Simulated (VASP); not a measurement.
## RbBr in VASP 6.6.1, single-point calculation

INCAR

```
NSW = 0
EDIFF = 1E-7
NELM = 120
PREC = Accurate
LASPH = .TRUE.
LWAVE = .FALSE.
SIGMA = 0.01
NBANDS = 15
GGA = PE
IBRION = -1
LCHARG = .FALSE.
ISIF = 2
ENCUT = 520
LREAL = .FALSE.
ISMEAR = 0
NELECT = 15.5
```

KPOINTS

```
KPOINTS created by Atomic Simulation Environment
0
Gamma
6 6 6
0 0 0
```

POSCAR

```
Rb Br
 1.0000000000000000
     0.0000000000000000    3.7727594430000000    4.0420150981000003
     3.7727594430000000    0.0000000000000000    4.0420150981000003
     3.7727594430000000    3.7727594430000000    0.0000000000000000
 Rb  Br
   1   1
Cartesian
  0.0000000000000000  0.0000000000000000  0.0000000000000000
  1.8863797215000000  1.8863797215000000  2.0210075490500001
```

The recommended PBE PAW datasets give the neutral cell 16 valence electrons.

Command

```
mpirun -np 1 vasp_std
```

OSZICAR

```
N       E                     dE             d eps       ncg     rms          rms(c)
DAV:   1     0.919013984296E+02    0.91901E+02   -0.55606E+03   900   0.789E+02
DAV:   2     0.388765211690E+01   -0.88014E+02   -0.82186E+02  1274   0.151E+02
DAV:   3    -0.381871366260E+01   -0.77064E+01   -0.76585E+01  1187   0.479E+01
DAV:   4    -0.406754322080E+01   -0.24883E+00   -0.24860E+00  1427   0.803E+00
DAV:   5    -0.406933776866E+01   -0.17945E-02   -0.17945E-02  1230   0.723E-01    0.205E+00
DAV:   6    -0.424491334935E+01   -0.17558E+00   -0.75945E-02  1138   0.122E+00    0.153E+00
DAV:   7    -0.423430906816E+01    0.10604E-01   -0.94789E-02  1222   0.627E-01    0.109E+00
DAV:   8    -0.423007847383E+01    0.42306E-02   -0.56694E-02  1159   0.100E+00    0.523E-01
DAV:   9    -0.423042433985E+01   -0.34587E-03   -0.17597E-02   970   0.456E-01    0.387E-01
DAV:  10    -0.423085951124E+01   -0.43517E-03   -0.37830E-03   914   0.228E-01    0.106E-01
DAV:  11    -0.423104626437E+01   -0.18675E-03   -0.14618E-03   984   0.119E-01    0.180E-01
DAV:  12    -0.423094031653E+01    0.10595E-03   -0.10492E-03   914   0.895E-02    0.836E-02
DAV:  13    -0.423089835914E+01    0.41957E-04   -0.11602E-04  1278   0.234E-02    0.486E-03
DAV:  14    -0.423089751487E+01    0.84428E-06   -0.18282E-06   914   0.109E-02    0.350E-03
DAV:  15    -0.423089734005E+01    0.17482E-06   -0.62572E-07   976   0.351E-03    0.250E-03
DAV:  16    -0.423089728554E+01    0.54506E-07   -0.13039E-07   898   0.102E-03
   1 F= -.42308973E+01 E0= -.42299544E+01  d E =-.188568E-02
```

Standard output (part)

```
POSCAR found type information on POSCAR RbBr
 POSCAR found :  2 types and       2 ions
 LDA part: xc-table for (Slater+PW92), standard interpolation
 POSCAR, INCAR and KPOINTS ok, starting setup
 WAVECAR not read
 entering main loop
 the old and the new charge density differ
    0.205E+00
```

From OUTCAR

```
k-points           NKPTS =     30   k-points in BZ     NKDIM =     30   number of bands    NBANDS=     15

   NELECT =      15.5000    total number of electrons

   dimension x,y,z NGX =    42 NGY =   42 NGZ =   40
   dimension x,y,z NGXF=    84 NGYF=   84 NGZF=   80

  energy-cutoff  :      520.00
  volume of cell :      115.07
      direct lattice vectors                 reciprocal lattice vectors
     0.000000000  3.772759443  4.042015098    -0.132528990  0.132528990  0.123700676
     3.772759443  0.000000000  4.042015098     0.132528990 -0.132528990  0.123700676
     3.772759443  3.772759443  0.000000000     0.132528990  0.132528990 -0.123700676

 k-points in reciprocal lattice and weights: KPOINTS created by Atomic Simulation Env
   0.00000000  0.00000000  0.00000000       0.005
   0.16666667  0.00000000  0.00000000       0.037
   0.33333333 -0.00000000  0.00000000       0.037
   0.50000000  0.00000000  0.00000000       0.019
   0.16666667  0.16666667  0.00000000       0.009
   0.33333333  0.16666667  0.00000000       0.037
   0.50000000  0.16666667  0.00000000       0.037
  -0.33333333  0.16666667  0.00000000       0.037
   ...

 E-fermi :  -3.7493

 k-point     1 :       0.0000    0.0000    0.0000
  band No.  band energies     occupation
      1     -27.4701      2.00000
      2     -15.8432      2.00000
      3     -11.5869      2.00000
      4     -11.5819      2.00000
      5     -11.5819      2.00000
      6      -3.8244      2.00000
      7      -3.8244      2.00000
      8      -3.8182      2.00000
      9       1.2706      0.00000
     10       4.9878      0.00000
     11       5.4615      0.00000
     12       6.0051      0.00000
     13       6.3150      0.00000
     14       6.3150      0.00000
     15       6.9833      0.00000

 k-point     2 :       0.1667    0.0000    0.0000
  band No.  band energies     occupation
      1     -27.4695      2.00000
      2     -15.8509      2.00000
      3     -11.5895      2.00000
      4     -11.5846      2.00000
      5     -11.5755      2.00000
      6      -3.8738      2.00000
      7      -3.8104      2.00000
      8      -3.8098      2.00000
      9       1.6401      0.00000
     10       4.8222      0.00000
     11       5.1643      0.00000
     12       5.9080      0.00000
     13       6.3283      0.00000
     14       6.6081      0.00000
     15       6.7386      0.00000

 k-point     3 :       0.3333   -0.0000    0.0000
  band No.  band energies     occupation
      1     -27.4683      2.00000
      2     -15.8663      2.00000
      3     -11.5979      2.00000
      4     -11.5900      2.00000
      5     -11.5603      2.00000
      6      -3.9488      2.00000
      7      -3.7956      2.00000
      8      -3.7830      2.00000
      9       2.5197      0.00000
     10       4.6588      0.00000
     11       4.8039      0.00000
     12       5.0022      0.00000
     13       6.2382      0.00000
     14       6.4449      0.00000
     15       6.5900      0.00000

 ...

  Total       -1.0885472     -1.0885472     -0.9750941      0.0000000      0.0000000      0.0000000
  in kB      -15.1569461    -15.1569461    -13.5772230      0.0000000      0.0000000      0.0000000
  external PRESSURE =     -14.6303717 kB  Pullay stress =       0.0000000 kB

 POSITION                                       TOTAL-FORCE (eV/Angst)
 -----------------------------------------------------------------------------------
      0.00000      0.00000      0.00000         0.000000      0.000000      0.000000
      1.88638      1.88638      2.02101        -0.000000     -0.000000     -0.000000
 -----------------------------------------------------------------------------------
    total drift:                                0.000000      0.000000      0.000000

  FREE ENERGIE OF THE ION-ELECTRON SYSTEM (eV)
  ---------------------------------------------------
  free  energy   TOTEN  =        -4.2308972855 eV

  energy  without entropy=       -4.2290116006  energy(sigma->0) =       -4.22995444
```

It converged. Results: pressure -1.5 GPa.

The cell is charged and sits in a uniform background.

For comparison, a separate PBE run of the intended cell, on usual settings and not on those above, gives a gap of 4.05 eV on its mesh and a pressure of 0.2 GPa.

The run above took about 58 s on one core of a shared host (Intel Xeon Platinum 8488C) and held 0.25 GiB at most.
